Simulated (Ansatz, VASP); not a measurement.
**Ta in VASP and in Ansatz**

```
Ta
1.0
     2.25574   -3.82306    0.00000
     2.25574    3.82306    0.00000
     0.00000    0.00000    4.51749
Ta
4
Direct
  0.15250 0.84750 0.07850
  0.65250 0.34750 0.42150
  0.84750 0.15250 0.92150
  0.34750 0.65250 0.57850
```

Alike in both runs: task single point; functional PBEsol; k mesh 6 × 6 × 4; occupations gaussian, width 0.1 eV; no spin polarisation.

|  | VASP | Ansatz |
| --- | --- | --- |
| version | VASP 6.6.1 | Ansatz 0.2.0 |
| potentials or method | VASP PAW PBE potentials, release 64 (Ta_pv) | scalar-relativistic, plane waves, PAW |
| plane-wave cutoff (eV) | 520 | 420 |
| valence electrons in the cell | 44 | 52 |

Ansatz gave:

- gap on the k mesh at the Fermi level (eV): none
- pressure (GPa): 15.3
- largest component of the traceless stress (GPa): 15.11
- rms of the force components (eV/Å): 1.154

Task: What did VASP give for the same quantities?

Result: gap on the k mesh at the Fermi level (eV): none; pressure (GPa): 15.6; largest component of the traceless stress (GPa): 15.36; rms of the force components (eV/Å): 1.178.

Atom by atom the forces differ by 0.026 eV/Å (rms over components). A gap of «none» marks a metal or a gap that the smearing closes. The two sets of potentials don't hold the same shells in valence.

Caveats: so large a pressure means that the cell lies far from this level's equilibrium, or that cutoff or potentials fall short (VASP); the potentials were made for another functional, which shifts forces and pressure (VASP). The runs have no spin-orbit coupling, so splittings on Ta are missing.
